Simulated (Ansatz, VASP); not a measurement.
**Two plane-wave programs on HC18O**

```
C O H
1.0
     7.39800    0.00000    0.00000
    -3.69900    6.40686    0.00000
     0.00000    0.00000   12.00000
C O H
18 1 1
Direct
  0.99937 0.99406 0.07289
  0.22214 0.10595 0.07748
  0.99938 0.32700 0.07284
  0.22213 0.43788 0.07755
  0.00008 0.66087 0.07879
  0.22175 0.77172 0.07850
  0.33253 0.99329 0.07921
  0.55539 0.10573 0.07772
  0.33007 0.32588 0.08465
  0.55463 0.43814 0.11926
  0.33251 0.66091 0.07915
  0.55537 0.77134 0.07777
  0.66621 0.99395 0.07317
  0.88839 0.10503 0.07247
  0.66712 0.32594 0.08484
  0.88739 0.43775 0.07737
  0.66708 0.66283 0.08489
  0.88738 0.77129 0.07733
  0.54122 0.43107 0.24417
  0.68381 0.50713 0.27245
```

Alike in both runs: functional PBE; k mesh 2 × 2 × 1; occupations fermi-dirac, width 0.05 eV; collinear spin.

Ansatz relaxed the structure, and its values are those at the end. VASP's run is a single point on that final structure, the one shown.

|  | VASP | Ansatz |
| --- | --- | --- |
| version | VASP 6.6.1 | Ansatz 0.2.0 |
| potentials or method | VASP PAW PBE potentials, release 64 (C, O, H) | scalar-relativistic, plane waves, PAW |
| plane-wave cutoff (eV) | 520 | 420 |
| valence electrons in the cell | 79 | 79 |

|  | VASP | Ansatz | Ansatz less VASP |
| --- | --- | --- | --- |
| rms of the force components (eV/Å) | 0.021 | 0.006 | -0.0144 |
| net moment per atom (μB) | 0.00 | 0.00 | 0.000 |

With one functional, cell and mesh, what is left measures potentials, basis and numerics. Ansatz warned: «filled_band_counts_differ_across_k_points».

Caveats: the k mesh is coarse (spacing up to 0.49 Å⁻¹), so the values aren't converged.
